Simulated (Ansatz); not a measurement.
Starting structure of a cell relaxation (symmetry kept):

```cif
data_structure
_symmetry_space_group_name_H-M 'P 1'
_symmetry_Int_Tables_number 1
_cell_length_a 3.2020
_cell_length_b 3.2164
_cell_length_c 3.2263
_cell_angle_alpha 61.436
_cell_angle_beta 61.307
_cell_angle_gamma 62.160
_cell_volume 24.35
loop_
_atom_site_label
_atom_site_type_symbol
_atom_site_fract_x
_atom_site_fract_y
_atom_site_fract_z
_atom_site_occupancy
Sc1 Sc 0.00000 0.00000 0.00000 1
```

The calculation used DFT PBE, scalar-relativistic, plane waves, PAW in Ansatz.

Settings: cutoff 420 eV, Γ-centred mesh 16×16×16 on the computed 1-atom cell, Gaussian smearing of 0.10 eV; no spin polarisation.

What does it relax to?

The volume rises by 0.30 Å³/atom to 24.65 Å³/atom, and the energy falls by 5.5 meV/atom. Final structure:
```cif
data_structure
_symmetry_space_group_name_H-M 'Fm-3m'
_symmetry_Int_Tables_number 225
_cell_length_a 4.6198
_cell_length_b 4.6198
_cell_length_c 4.6198
_cell_angle_alpha 90.000
_cell_angle_beta 90.000
_cell_angle_gamma 90.000
_cell_volume 98.60
loop_
_atom_site_label
_atom_site_type_symbol
_atom_site_symmetry_multiplicity
_atom_site_Wyckoff_symbol
_atom_site_fract_x
_atom_site_fract_y
_atom_site_fract_z
_atom_site_occupancy
Sc1 Sc 4 a 0.00000 0.00000 0.00000 1
```

Course of the relaxation (steps run on the plane waves of an earlier cell, and the basis is chosen afresh near the end, so energy and pressure can step there; trial steps that raised the energy were taken back; energies are free energies):

```tsv
step	E − E_final (meV/atom)	P (GPa)	V (Å³/atom)
1	5.5	0.68	24.35
2	0.7	-0.08	24.69
3	0.1	0.09	24.61
4	0.0	0.00	24.65
5	0.0	0.00	24.65
```